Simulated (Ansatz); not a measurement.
# Pb (Im-3m) in Ansatz: equation of state

Aim: energy against volume of Pb in PBE, for its equilibrium volume and stiffness.

Program: Ansatz 0.2.0. These are calculated values, not measurements. Logs are shortened: lines on timing, memory, paths and dates and some standing lists are left out, and cuts for length are marked.

## Step 1: Starting point

Symmetry: Im-3m, No. 229, cubic system. The conventional cell has a = 3.959 Å, b = 3.959 Å, c = 3.959 Å, α = 90.00°, β = 90.00°, γ = 90.00°. Around Pb (site symmetry m-3m) lie 8 Pb at 3.43 Å.

This isn't the form of Pb at room conditions, which is fcc.

## Step 2: Single point, PBE, 29.17 Å³/atom (volume scaled by 0.94)

input.yaml

```yaml
crystal:
  lattice:
    - [-1.9392470115, 1.9392470115, 1.9392470115]
    - [1.9392470115, -1.9392470115, 1.9392470115]
    - [1.9392470115, 1.9392470115, -1.9392470115]
  atoms:
    - { symbol: Pb, position: [0.0, 0.0, 0.0] }
hamiltonian:
  xc: pbe
  pseudopotentials: { kind: paw }
kpoints:
  mp_grid: { grid: [9, 9, 9] }
scf:
  occupations: { method: fermi_dirac, width: 0.05 }
output:
  forces: true
  stress: true
  eigenvalues: true
```

Potentials or basis: Ansatz PAW.

Started as:

```bash
> ansatz run input.yaml --threads 1 --pin off --max-ram 2560MiB --backend cpu --events-out ev --progress --plain --runs-dir out
```

The log of the run:

```text
Warning: RAYON_NUM_THREADS=1 ignored (pool sized by the plan → 1); use --threads N
Engine: ansatz 0.2.0, aarch64-unknown-linux-gnu
Pseudopotentials: kind: paw
Pseudopotential: Pb, paw, valence charge 14, recommended cutoff 420 eV (normal), Pb.paw.azcp
Functional definition: PBE
  parameter kappa = 0.804
  parameter beta = 0.06672455060314922
  exchange = pbe_x(kappa = kappa, mu = beta*pi^2/3)
  correlation = pbe_c(beta = beta)
Crystal: 1 atoms, lattice volume = 29.172 Å³
Basis set: ecut = 420 eV, 603 PW (Γ), exchange–correlation on 48×48×48 points (8 copies of the dense FFT grid, shifted against one another)
Bands: 11, of which v1, the nominal top of the filled ones, is band 7 counted from 1 (6 counted from 0)
Symmetry: 48 space group operations
Space group: Im-3m (ITA 229), of the structure as read, at distance tolerance 3.1e-5 Å
k-points: 35 of 729
Non-local potential: Pb, projectors of the file, l = 0: 2, l = 1: 2, l = 2: 2, l = 3: 2
PAW form: soft (Blöchl's): semilocal exchange-correlation on the pseudo side does not see the compensation charge
PAW one-centre angular grid: Pb, 590 points (default); XC on 64 Gauss nodes
Initial density: superposition of atomic densities (neutral atoms: chi_scale 0, normalization atom), corrected by the library's trained network
Initial wavefunctions: pseudopotential atomic-orbital guess
Functional: x = pbe(κ = 0.804, μ = 0.2195149727645171), c = pbe(β = 0.06672455060314922)
SCF iter   1: F=—  HF=-11906.329510 eV  |F-HF|=—  |Δ(HF+E_count)|=         —  Δρ=6.01e-4  dr2=5.02e-5  ethr=1.77e-3  ⟨swp⟩=5.8  Hψ=2576  notcnv=0
preconditioner: auto → none  [insulator: Δε(μ)=0.173 eV  Ē_g=20.294 eV  σ=0.050 eV  W_gap=0.69  n_scr=12 (ndim 8)  ℏωp=25.7 eV  f_vac=0.000  D(μ)=0.40/eV (n_scr^D=0)  ε∞_Penn≈2.6]
SCF iter   2: F=—  HF=-11906.329123 eV  |F-HF|=—  |Δ(HF+E_count)|=   3.87e-4  Δρ=3.07e-4  dr2=2.44e-5  ethr=3.59e-7  ⟨swp⟩=2.5  Hψ=987  notcnv=0
SCF iter   3: F=—  HF=-11906.329127 eV  |F-HF|=—  |Δ(HF+E_count)|=   4.57e-6  Δρ=1.87e-4  dr2=6.76e-6  ethr=1.74e-7  ⟨swp⟩=2.0  Hψ=623  notcnv=0  defer=1
SCF iter   4: F=—  HF=-11906.329128 eV  |F-HF|=—  |Δ(HF+E_count)|=   6.86e-7  Δρ=9.30e-5  dr2=3.10e-6  ethr=4.83e-8  ⟨swp⟩=1.0  Hψ=378  notcnv=0  defer=1
SCF iter   5: F=—  HF=-11906.329126 eV  |F-HF|=—  |Δ(HF+E_count)|=   1.79e-6  Δρ=2.11e-5  dr2=1.61e-7  ethr=2.22e-8  ⟨swp⟩=2.3  Hψ=638  notcnv=0  defer=1
SCF iter   6: F=-11906.329126 eV  HF=-11906.329126 eV  |F-HF|=1.19e-8  |Δ(HF+E_count)|=   9.74e-8  Δρ=5.13e-6  dr2=8.99e-9  ethr=7.14e-10  ⟨swp⟩=5.7  Hψ=1790  notcnv=0
SCF 1 converged in 6 iterations: F = -11906.329126 eV  dr2 = 8.99e-9
SCF converged after 6 iterations
Free energy (F): -11906.329126 eV
Harris-Foulkes:  -11906.329126 eV  (|F-HF|=1.19e-8)
Internal energy: -11906.325188 eV  (E = F + TS)
E sigma→0 (E₀):  -11906.327157 eV
Entropy (-TS):   -0.003938 eV (-3.938 meV/atom)
Fermi energy:    11.595995 eV
--- Per-component energies (eV) ---
  E_band       = -29.360067
  E_kinetic    = 289.688888
  E_local      = -988.761741  (includes V_loc(G=0)·N_el)
  E_nonlocal   = 349.689197
  E_hartree    = 394.134443
  E_xc         = -220.959497
  E_vxc        = -132.785576  (∫ρ·V_xc dr)
  E_paw        = -10406.004699  (= ΣΔE_a)
  E_vpaw       = -335.456012  (= ΣTr[D̂ρ^β])
  E_aug_tail   = 0.000047  (compensation charges beyond the density's cutoff)
  E_ewald      = -1324.111827
  E_smearing   = -0.003938  (= −TS)
  E_closure    = 0.000000  (closes the sum)
  Σ components = -11906.329126   (vs F -11906.329126, Δ=0.00e0)
--- Forces (eV/Å), atoms counted from 1 ---
  atom   1  Pb     0.00000000     0.00000000    -0.00000000
  max |Σ_I F_I| component: 5.75e-32 eV/Å
--- Stress (GPa, compression-positive) ---
        3.926706       0.000000      -0.000000
        0.000000       3.926706      -0.000000
        0.000000       0.000000       3.926706
  P = ⅓ Tr σ = 3.9267 GPa (39.267 kbar)
--- Band table (eV; the first three rows and the last of 35) ---
  k-point 0: bands = ["-5.6363", "-5.6363", "-5.6363", "-5.3687", "-5.3687", "-0.4732", "19.5495", "19.5495", "19.5495", "22.7017", "22.7017"]
  k-point 1: bands = ["-5.6476", "-5.6235", "-5.5879", "-5.3810", "-5.3697", "-0.2110", "17.2229", "18.7113", "19.1635", "21.5641", "22.2167"]
  k-point 2: bands = ["-5.6762", "-5.6053", "-5.4627", "-5.4026", "-5.3719", "0.5763", "13.6185", "17.2022", "18.2425", "20.4285", "21.4994"]
  k-point 34: bands = ["-5.6932", "-5.6829", "-5.2612", "-5.2612", "-5.2561", "6.2127", "11.0460", "11.2971", "11.2971", "16.2580", "16.9601"]
```

Wall time 0.72 s (1 thread of Arm Neoverse V2, shared host); peak memory 0.26 GiB.

Results:

```
Free energy            : -11906.3291 eV
Pressure               : 3.9 GPa
Band gap on the k mesh : none (metal or under the smearing width)
```

## Step 3: Single point, PBE, 29.79 Å³/atom (volume scaled by 0.96)

Changes to input.yaml since step 2:

```diff
@@ -2,5 +2,5 @@
   lattice:
-    - [-1.9392470115, 1.9392470115, 1.9392470115]
-    - [1.9392470115, -1.9392470115, 1.9392470115]
-    - [1.9392470115, 1.9392470115, -1.9392470115]
+    - [-1.9529041306, 1.9529041306, 1.9529041306]
+    - [1.9529041306, -1.9529041306, 1.9529041306]
+    - [1.9529041306, 1.9529041306, -1.9529041306]
   atoms:
```

Potentials or basis: Ansatz PAW.

Started as:

```bash
> ansatz run input.yaml --threads 1 --pin off --max-ram 2560MiB --backend cpu --events-out ev --progress --plain --runs-dir out
```

It took 0.75 s on 1 thread of Arm Neoverse V2, shared host; peak memory 0.26 GiB.

The run converged. Its results:

- Free energy: -11906.3420 eV
- Pressure: 2.8 GPa
- Band gap on the k mesh: none (metal or under the smearing width)

## Step 4: Single point, PBE, 30.41 Å³/atom (volume scaled by 0.98)

input.yaml

```yaml
crystal:
  lattice:
    - [-1.9663728605, 1.9663728605, 1.9663728605]
    - [1.9663728605, -1.9663728605, 1.9663728605]
    - [1.9663728605, 1.9663728605, -1.9663728605]
  atoms:
    - { symbol: Pb, position: [0.0, 0.0, 0.0] }
hamiltonian:
  xc: pbe
  pseudopotentials: { kind: paw }
kpoints:
  mp_grid: { grid: [9, 9, 9] }
scf:
  occupations: { method: fermi_dirac, width: 0.05 }
output:
  forces: true
  stress: true
  eigenvalues: true
  write_density: true
  write_potential: true
  elf: true
  volumetric_format: npy
```

Started as:

```bash
> ansatz run input.yaml --threads 1 --pin off --max-ram 2560MiB --backend cpu --events-out ev --progress --plain --runs-dir out
```

Wall time 1.1 s (1 thread of Arm Neoverse V2, shared host); peak memory 0.27 GiB.

The run converged. Its results:

```
Free energy            : -11906.3506 eV
Pressure               : 1.7 GPa
Band gap on the k mesh : none (metal or under the smearing width)
```

## Step 5: Single point, PBE, 31.03 Å³/atom

input.yaml

```yaml
crystal:
  lattice:
    - [-1.9796595667, 1.9796595667, 1.9796595667]
    - [1.9796595667, -1.9796595667, 1.9796595667]
    - [1.9796595667, 1.9796595667, -1.9796595667]
  atoms:
    - { symbol: Pb, position: [0.0, 0.0, 0.0] }
hamiltonian:
  xc: pbe
  pseudopotentials: { kind: paw }
kpoints:
  mp_grid: { grid: [9, 9, 9] }
scf:
  occupations: { method: fermi_dirac, width: 0.05 }
output:
  forces: true
  stress: true
  eigenvalues: true
```

Started as:

```bash
> ansatz run input.yaml --threads 1 --pin off --max-ram 2560MiB --backend cpu --events-out ev --progress --plain --runs-dir out
```

Run time: 0.76 s. Hardware: 1 thread of Arm Neoverse V2, shared host; peak memory 0.26 GiB.

Results (log left out):

```
Free energy            : -11906.3554 eV
Pressure               : 0.8 GPa
Band gap on the k mesh : none (metal or under the smearing width)
```

## Step 6: Single point, PBE, 31.65 Å³/atom (volume scaled by 1.02)

Changes to input.yaml since step 5:

```diff
@@ -2,5 +2,5 @@
   lattice:
-    - [-1.9796595667, 1.9796595667, 1.9796595667]
-    - [1.9796595667, -1.9796595667, 1.9796595667]
-    - [1.9796595667, 1.9796595667, -1.9796595667]
+    - [-1.992770277, 1.992770277, 1.992770277]
+    - [1.992770277, -1.992770277, 1.992770277]
+    - [1.992770277, 1.992770277, -1.992770277]
   atoms:
```

Potentials or basis: Ansatz PAW.

Started as:

```bash
> ansatz run input.yaml --threads 1 --pin off --max-ram 2560MiB --backend cpu --events-out ev --progress --plain --runs-dir out
```

Run time: 0.76 s. Hardware: 1 thread of Arm Neoverse V2, shared host; peak memory 0.26 GiB.

Results (log left out):

```yaml
Free_energy: -11906.3569 eV
Pressure: 0.0 GPa
Band_gap_on_the_k_mesh: none (metal or under the smearing width)
```

## Step 7: Single point, PBE, 32.27 Å³/atom (volume scaled by 1.04)

Changes to input.yaml since step 6:

```diff
@@ -2,5 +2,5 @@
   lattice:
-    - [-1.992770277, 1.992770277, 1.992770277]
-    - [1.992770277, -1.992770277, 1.992770277]
-    - [1.992770277, 1.992770277, -1.992770277]
+    - [-2.0057107064, 2.0057107064, 2.0057107064]
+    - [2.0057107064, -2.0057107064, 2.0057107064]
+    - [2.0057107064, 2.0057107064, -2.0057107064]
   atoms:
```

Started as:

```bash
> ansatz run input.yaml --threads 1 --pin off --max-ram 2560MiB --backend cpu --events-out ev --progress --plain --runs-dir out
```

Wall time 0.75 s (1 thread of Arm Neoverse V2, shared host); peak memory 0.26 GiB.

The run converged. Its results:

* Free energy: -11906.3555 eV
* Pressure: -0.7 GPa
* Band gap on the k mesh: none (metal or under the smearing width)

## Step 8: Single point, PBE, 32.90 Å³/atom (volume scaled by 1.06)

Changes to input.yaml since step 7:

```diff
@@ -2,5 +2,5 @@
   lattice:
-    - [-2.0057107064, 2.0057107064, 2.0057107064]
-    - [2.0057107064, -2.0057107064, 2.0057107064]
-    - [2.0057107064, 2.0057107064, -2.0057107064]
+    - [-2.0184862782, 2.0184862782, 2.0184862782]
+    - [2.0184862782, -2.0184862782, 2.0184862782]
+    - [2.0184862782, 2.0184862782, -2.0184862782]
   atoms:
```

Started as:

```bash
> ansatz run input.yaml --threads 1 --pin off --max-ram 2560MiB --backend cpu --events-out ev --progress --plain --runs-dir out
```

It took 0.78 s on 1 thread of Arm Neoverse V2, shared host; peak memory 0.26 GiB.

Results (log left out):

| Quantity | Value |
| --- | --- |
| Free energy | -11906.3516 eV |
| Pressure | -1.3 GPa |
| Band gap on the k mesh | none (metal or under the smearing width) |

## Step 9: Equation of state, PBE

Potentials or basis: Ansatz PAW.

This step only gathers the single runs of the series.

Results:

- Equilibrium volume: 31.65 Å³/atom
- Bulk modulus: 38 GPa
- Pressure derivative of the bulk modulus: 5.9

Energy against volume, from the lowest point:
```csv
volume (Å³/atom),energy (meV/atom)
29.172,27.80
29.792,14.90
30.413,6.30
31.034,1.49
31.654,0.00
32.275,1.39
32.896,5.30
```
